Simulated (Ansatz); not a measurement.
## Cd under changes of volume

One of the cells (21.606 Å³/atom); the others are scaled copies at fixed shape and fractional positions:

```xyz
4
Lattice="3.0931 0.0000 0.0000 -1.5465 2.6787 0.0000 0.0000 0.0000 10.4307" Properties=species:S:1:pos:R:3 pbc="T T T"
Cd    1.5465    0.8929    7.8231
Cd    0.0000    0.0000    5.2154
Cd    0.0000    1.7858    2.6077
Cd    0.0000    0.0000    0.0000
```

```yaml
Program: Ansatz 0.2.0
Functional: PBEsol
Potentials_or_basis: Ansatz PAW
Cutoff: "420 eV (not typed: the program's choice for these potentials)"
k_mesh: 10 × 10 × 3
Occupations: fermi-dirac, width 0.05 eV
Spin: no spin polarisation
```

```tsv
volume (Å³/atom)	energy over the lowest point (meV/atom)	pressure (GPa)
20.309	?	?
20.741	0.00	0.5
21.173	0.19	-0.7
21.606	3.36	-1.7
22.038	9.13	-2.6
22.470	17.14	-3.4
22.902	27.10	-4.0
```

Question: What does the run at 20.309 Å³/atom give?

Answer: Energy over the lowest point 3.26 meV/atom; pressure 1.9 GPa.

Worked out: A Birch-Murnaghan fit of order 3 (a polynomial in V^(-2/3)) to the other rows has its minimum at 20.93 Å³/atom with B0 = V·E''(V) = 58 GPa and B' = 5.7 at fixed shape and positions, which overstates the stiffness. It gives 3.24 meV/atom at 20.309 Å³/atom, against the run's 3.26, and -dE/dV = 1.9 GPa, against 1.9.

Energies are extrapolated to zero smearing.

Caveats: the PAW data sets come from PBE, with cores solved anew for the run's functional, which leaves a small shift of forces and pressure.
